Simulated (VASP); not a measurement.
# Mo (Im-3m) in VASP: density of states with PBE

Aim: the density of states of Mo with PBE.

All numbers are computed with VASP 6.6.1; they aren't measurements. Logs are shortened: lines on timing, memory, paths and dates and some standing lists are left out, and cuts for length are marked.

## (1) The crystal as given

It takes space group Im-3m (No. 229, cubic). The conventional cell has a = 3.163 Å, b = 3.163 Å, c = 3.163 Å, α = 90.00°, β = 90.00°, γ = 90.00°. Around Mo (site symmetry m-3m) lie 8 Mo at 2.74 Å.

## (2) Density of states, PBE

The input, POSCAR:

```
Mo                                      
1.0
   -1.5816529959      1.5816529959      1.5816529959
    1.5816529959     -1.5816529959      1.5816529959
    1.5816529959      1.5816529959     -1.5816529959
  Mo            
     1
Direct
     0.0000000000000000    0.0000000000000000    0.0000000000000000
```

The input, INCAR.step1:

```
SYSTEM = Mo
ALGO     = Normal         ! electronic algorithm
EDIFF    = 1E-7           ! SCF threshold, eV
ENCUT    = 520            ! plane-wave cutoff, eV
GGA      = PE             ! functional
ISIF     = 2              ! what is computed and relaxed
ISMEAR   = 0              ! smearing method
LASPH    = .True.         ! aspherical terms in the spheres
LCHARG   = .True.         ! write CHGCAR
LMAXMIX  = 4              ! l up to which the mixer works
LREAL    = .False.        ! projectors in reciprocal space
LWAVE    = .False.        ! write WAVECAR
NBANDS   = 13             ! bands
NELM     = 60             ! most SCF steps
PREC     = Accurate       ! precision mode
SIGMA    = 0.3            ! smearing width, eV
```

The input, KPOINTS.step1:

```
k-points
0
Gamma
  18 18 18
  0 0 0
```

The input, INCAR.step2:

```
SYSTEM = Mo
ALGO     = Normal         ! electronic algorithm
EDIFF    = 1E-7           ! SCF threshold, eV
ENCUT    = 520            ! plane-wave cutoff, eV
GGA      = PE             ! functional
ICHARG   = 11             ! starting density
ISIF     = 2              ! what is computed and relaxed
ISMEAR   = -5             ! smearing method
LASPH    = .True.         ! aspherical terms in the spheres
LCHARG   = .False.        ! write CHGCAR
LMAXMIX  = 4              ! l up to which the mixer works
LORBIT   = 11             ! projections on sites
LREAL    = .False.        ! projectors in reciprocal space
LWAVE    = .False.        ! write WAVECAR
NBANDS   = 13             ! bands
NEDOS    = 1001           ! points of the DOS
NELM     = 60             ! most SCF steps
PREC     = Accurate       ! precision mode
SIGMA    = 0.3            ! smearing width, eV
```

The input, KPOINTS.step2:

```
k-points
0
Gamma
  27 27 27
  0 0 0
```

Potentials or basis: VASP PAW PBE potentials, release 64 (Mo_sv).

Started as:

```console
> cat potpaw_PBE.64/Mo_sv/POTCAR > POTCAR
> cp INCAR.step1 INCAR
> cp KPOINTS.step1 KPOINTS
> mpirun -np 1 vasp_std > vasp.out
> cp INCAR.step2 INCAR
> cp KPOINTS.step2 KPOINTS
> mpirun -np 1 vasp_std > vasp.out
```

OUTCAR:

```text
SYSTEM = Mo
   EDIFF = 1E-7
   ENCUT = 520
   GGA = PE
   ICHARG = 11
   ISIF = 2
   ISMEAR = -5
   LASPH = .True.
   LORBIT = 11
   LREAL = .False.
   NELM = 60
   PREC = Accurate

 ion  position               nearest neighbor table
   1  0.000  0.000  0.000-

  LATTYP: Found a body centered cubic cell.
 ALAT       =     3.1633059918

  Lattice vectors:

 A1 = (  -1.5816529959,   1.5816529959,   1.5816529959)
 A2 = (   1.5816529959,  -1.5816529959,   1.5816529959)
 A3 = (   1.5816529959,   1.5816529959,  -1.5816529959)

Analysis of symmetry for initial positions (statically):
=====================================================================
 Subroutine PRICEL returns:
 Original cell was already a primitive cell.

 Routine SETGRP: Setting up the symmetry group for a
 body centered cubic supercell.

 Subroutine GETGRP returns: Found 48 space group operations
 (whereof 48 operations were pure point group operations)
 out of a pool of 48 trial point group operations.

The static configuration has the point symmetry O_h .

Analysis of symmetry for dynamics (positions and initial velocities):
=====================================================================
 Subroutine PRICEL returns:
 Original cell was already a primitive cell.

 Routine SETGRP: Setting up the symmetry group for a
 body centered cubic supercell.

 Subroutine GETGRP returns: Found 48 space group operations
 (whereof 48 operations were pure point group operations)
 out of a pool of 48 trial point group operations.

The dynamic configuration has the point symmetry O_h .

 Subroutine INISYM returns: Found 48 space group operations
 (whereof 48 operations are pure point group operations),
 and found     1 'primitive' translations

----------------------------------------------------------------------------------------

                                     Primitive cell

  volume of cell :      15.8268

  direct lattice vectors                    reciprocal lattice vectors
    -1.581652996  1.581652996  1.581652996     0.000000000  0.316124966  0.316124966
     1.581652996 -1.581652996  1.581652996     0.316124966  0.000000000  0.316124966
     1.581652996  1.581652996 -1.581652996     0.316124966  0.316124966  0.000000000

  length of vectors
     2.739503349  2.739503349  2.739503349     0.447068215  0.447068215  0.447068215

  position of ions in fractional coordinates (direct lattice)
     0.000000000  0.000000000  0.000000000

  ion indices of the primitive-cell ions
   primitive index   ion index
                 1           1

----------------------------------------------------------------------------------------

 KPOINTS: k-points

Automatic generation of k-mesh.
 Grid dimensions read from file:
 generate k-points for:   27   27   27

 Generating k-lattice:

  Cartesian coordinates                     Fractional coordinates (reciprocal lattice)
     0.000000000  0.011708332  0.011708332     0.037037037  0.000000000  0.000000000
     0.011708332  0.000000000  0.011708332     0.000000000  0.037037037  0.000000000
     0.011708332  0.011708332  0.000000000     0.000000000  0.000000000  0.037037037

  Length of vectors
     0.016558082  0.016558082  0.016558082

  Shift w.r.t. Gamma in fractional coordinates (k-lattice)
     0.000000000  0.000000000  0.000000000

 TETIRR: Found  23679 inequivalent tetrahedra from   118098

 Subroutine IBZKPT returns following result:
 ===========================================

 Found    560 irreducible k-points:

 Following reciprocal coordinates:
            Coordinates               Weight
  0.000000  0.000000  0.000000      1.000000
  0.037037  0.000000  0.000000     12.000000
  0.074074  0.000000  0.000000     12.000000
  0.111111  0.000000  0.000000     12.000000
  0.148148  0.000000  0.000000     12.000000
  0.185185  0.000000  0.000000     12.000000
[... 16 lines left out ...]
  0.333333  0.037037 -0.000000     48.000000
  0.370370  0.037037  0.000000     48.000000
 [... further k-points ...]
   k-points           NKPTS =    560   k-points in BZ     NKDIM =    560   number of bands    NBANDS=     13
   number of dos      NEDOS =   1001   number of ions     NIONS =      1
   total plane-waves  NPLWV =   8000
   dimension x,y,z NGX =    20 NGY =   20 NGZ =   20
   dimension x,y,z NGXF=    40 NGYF=   40 NGZF=   40
   ions per type =               1
   NGX,Y,Z   is equivalent  to a cutoff of  12.14, 12.14, 12.14 a.u.
   NGXF,Y,Z  is equivalent  to a cutoff of  24.27, 24.27, 24.27 a.u.
 SYSTEM =  Mo
   PREC   = accura    normal or accurate (medium, high low for compatibility)
   ISTART =      0    job   : 0-new  1-cont  2-samecut
   ICHARG =     11    charge: 1-file 2-atom 10-const
   ISPIN  =      1    spin polarized calculation?
   LNONCOLLINEAR =      F non collinear calculations
   LSORBIT =      F    spin-orbit coupling
   LASPH  =      T    aspherical Exc in radial PAW
   ENCUT  =  520.0 eV  38.22 Ry    6.18 a.u.   5.09  5.09  5.09*2*pi/ulx,y,z
   NELM   =     60;   NELMIN=  2; NELMDL=  0     # of ELM steps
   EDIFF  = 0.1E-06   stopping-criterion for ELM
   LREAL  =      F    real-space projection
   EDIFFG = 0.1E-05   stopping-criterion for IOM
   NSW    =      0    number of steps for IOM
   IBRION =     -1    ionic relax: 0-MD 1-quasi-New 2-CG
   NFREE  =      0    steps in history (QN), initial steepest desc. (CG)
   ISIF   =      2    stress and relaxation
   ISYM   =      2    0-nonsym 1-usesym 2-fastsym
   POTIM  = 0.5000    time-step for ionic-motion
   TEBEG  =    0.0;   TEEND  =   0.0 temperature during run
   PSTRESS=    0.0 pullay stress
   NELECT =      14.0000    total number of electrons
   NUPDOWN=      -1.0000    fix difference up-down
   EMIN   =  10.00;   EMAX   =-10.00  energy-range for DOS
   EFERMI =   0.00;   METHOD = LEGACY
   ISMEAR =    -5;   SIGMA  =   0.30  broadening in eV -4-tet -1-fermi 0-gaus
   EFERMI_NEDOS =   21; number of points for ismear=-14 and -15
   IALGO  =     38    algorithm
   IMIX   =      4    mixing-type and parameters
     AMIX     =   0.40;   BMIX     =  1.00
     AMIX_MAG =   1.60;   BMIX_MAG =  1.00
  volume/ion in A,a.u.               =      15.83       106.80
  Fermi-wavevector in a.u.,A,eV,Ry     =   1.571519  2.969740 33.601927  2.469672
  Thomas-Fermi vector in A             =   2.673091
   LORBIT       =     11    0 simple, 1 ext, 2 COOP (PROOUT), +10 PAW based schemes
   GGA     = PE    functional components
   LHFCALC =     F    Hartree Fock is set to
   AEXX    =    0.0000 exact exchange contribution
   IVDW    =     0    specifies the selected vdW correction
   LEPSILON=     F    determine dielectric tensor
   LRPA    =     F    only Hartree local field effects (RPA)
 non-spin polarized calculation
 Fermi weights with tetrahedron method with Bloechl corrections
  energy-cutoff  :      520.00
  volume of cell :       15.83
 maximum number of plane-waves:       438

 number of electron      14.0000004 magnetization

 Free energy of the ion-electron system (eV)
  ---------------------------------------------------
  ext. energy  EPLUGINS =         0.00000000
  ---------------------------------------------------
  free energy    TOTEN  =       -10.93548613 eV

  energy without entropy =      -10.93548613  energy(sigma->0) =      -10.93548613

 E-fermi :  12.4167     XC(G=0): -13.3203

 val. band max:       12.4460813596   @ k =   0.4074   0.1111   0.0741
 cond. band min:      12.3969776975   @ k =  -0.2593   0.3704   0.1481
 fundamental gap:     -0.0491036621
 Fermi energy:        12.4167154768

 k-point     1 :       0.0000    0.0000    0.0000
  band No.  band energies     occupation
      1     -48.8821      2.00000
      2     -22.1767      2.00000
      3     -22.1767      2.00000
      4     -22.1767      2.00000
      5       5.2003      2.00000
      6      11.0557      2.00000
      7      11.0557      2.00000
      8      11.0557      2.00000
      9      14.0358      0.00000
     10      14.0358      0.00000
     11      27.2076      0.00000
     12      27.2076      0.00000
     13      27.2076      0.00000

 k-point     2 :       0.0370    0.0000    0.0000
  band No.  band energies     occupation
      1     -48.8788      2.00000
      2     -22.1962      2.00000
      3     -22.1827      2.00000
      4     -22.1769      2.00000
      5       5.2608      2.00000
      6      11.0215      2.00000
      7      11.0507      2.00000
      8      11.1118      2.00000
      9      13.9834      0.00000
     10      14.0365      0.00000
     11      27.2538      0.00000
     12      27.3091      0.00000
     13      27.3280      0.00000

 k-point     3 :       0.0741    0.0000    0.0000
  band No.  band energies     occupation
      1     -48.8690      2.00000
      2     -22.2532      2.00000
      3     -22.2004      2.00000
      4     -22.1773      2.00000
      5       5.4387      2.00000
      6      10.9224      2.00000
      7      11.0321      2.00000
      8      11.2794      2.00000
      9      13.8456      0.00000
     10      14.0398      0.00000
     11      27.3808      0.00000
     12      27.6098      0.00000
     13      27.6615      0.00000
[... 305 lines left out ...]
 k-point    23 :       0.3333    0.0370   -0.0000
  band No.  band energies     occupation
      1     -48.6807      2.00000
      2     -23.2644      2.00000
      3     -22.5257      2.00000
      4     -22.1928      2.00000
      5       7.4452      2.00000
      6       9.4004      2.00000
      7      11.8728      2.03704
      8      13.8673      0.00000
      9      14.4837      0.00000
     10      15.4234      0.00000
     11      25.5961      0.00000
     12      26.1877      0.00000
     13      32.2521      0.00000

 k-point    24 :       0.3704    0.0370    0.0000
  band No.  band energies     occupation
      1     -48.6592      2.00000
      2     -23.3712      2.00000
      3     -22.5620      2.00000
      4     -22.1938      2.00000
      5       7.3618      2.00000
      6       9.2571      2.00000
      7      12.4824      0.97129
      8      14.0128      0.00000
      9      14.5898      0.00000
     10      16.0868      0.00000
     11      25.0574      0.00000
     12      25.3341      0.00000
     13      31.1616      0.00000

 [... further k-points ...]

------------------------ aborting loop because EDIFF is reached ----------------------------------------

  FORCE on cell =-STRESS in cart. coord.  units (eV):
  Direction    XX          YY          ZZ          XY          YZ          ZX
  --------------------------------------------------------------------------------------
  -------------------------------------------------------------------------------------
  Total       -0.0685068     -0.0685068     -0.0685068      0.0000000      0.0000000      0.0000000
  in kB       -6.9350668     -6.9350668     -6.9350668      0.0000000      0.0000000      0.0000000
  external PRESSURE =      -6.9350668 kB  Pullay stress =       0.0000000 kB

 VOLUME and BASIS-vectors are now :
 -----------------------------------------------------------------------------
  energy-cutoff  :      520.00
  volume of cell :       15.83
      direct lattice vectors                 reciprocal lattice vectors
    -1.581652996  1.581652996  1.581652996     0.000000000  0.316124966  0.316124966
     1.581652996 -1.581652996  1.581652996     0.316124966  0.000000000  0.316124966
     1.581652996  1.581652996 -1.581652996     0.316124966  0.316124966  0.000000000

 POSITION                                       TOTAL-FORCE (eV/Angst)
 -----------------------------------------------------------------------------------
      0.00000      0.00000      0.00000        -0.000000      0.000000     -0.000000
 -----------------------------------------------------------------------------------
    total drift:                                0.000000      0.000000     -0.000000

  FREE ENERGIE OF THE ION-ELECTRON SYSTEM (eV)
  ---------------------------------------------------
  free  energy   TOTEN  =       -10.9354861268 eV

  energy  without entropy=      -10.9354861268  energy(sigma->0) =      -10.93548613

 total charge

# of ion       s       p       d       tot
------------------------------------------
    1        2.378   6.203   3.889  12.470
```

It took 62 s on 1 thread of Intel Xeon Platinum 8488C (Sapphire Rapids), shared host; peak memory 0.26 GiB.

What came out:

| Item | Value |
| --- | --- |
| Valence electrons inside the program's atomic spheres | Mo 12.47 |

States per cell in windows of 1 eV (zero at the Fermi level; states under -8 eV left out):
| from (eV) | total | Mo1_d | Mo1_p | Mo1_s |
| --- | --- | --- | --- | --- |
| -8.0 | 0.00 | 0.00 | 0.00 | 0.00 |
| -7.0 | 0.06 | 0.00 | 0.00 | 0.03 |
| -6.0 | 0.26 | 0.08 | 0.01 | 0.07 |
| -5.0 | 1.24 | 0.68 | 0.04 | 0.17 |
| -4.0 | 1.25 | 0.87 | 0.04 | 0.05 |
| -3.0 | 1.35 | 1.02 | 0.05 | 0.01 |
| -2.0 | 1.38 | 0.93 | 0.10 | 0.04 |
| -1.0 | 0.53 | 0.35 | 0.05 | 0.01 |
| 0.0 | 0.95 | 0.75 | 0.04 | 0.01 |
| 1.0 | 1.43 | 1.26 | 0.02 | 0.01 |
| 2.0 | 1.69 | 1.52 | 0.03 | 0.02 |
| 3.0 | 0.65 | 0.54 | 0.03 | 0.02 |
| 4.0 | 0.33 | 0.24 | 0.03 | 0.02 |
| 5.0 | 0.28 | 0.16 | 0.04 | 0.02 |
| 6.0 | 0.26 | 0.13 | 0.05 | 0.02 |
| 7.0 | 0.23 | 0.10 | 0.05 | 0.01 |

Caveat: tetrahedron occupations give inexact forces and stress in metals.
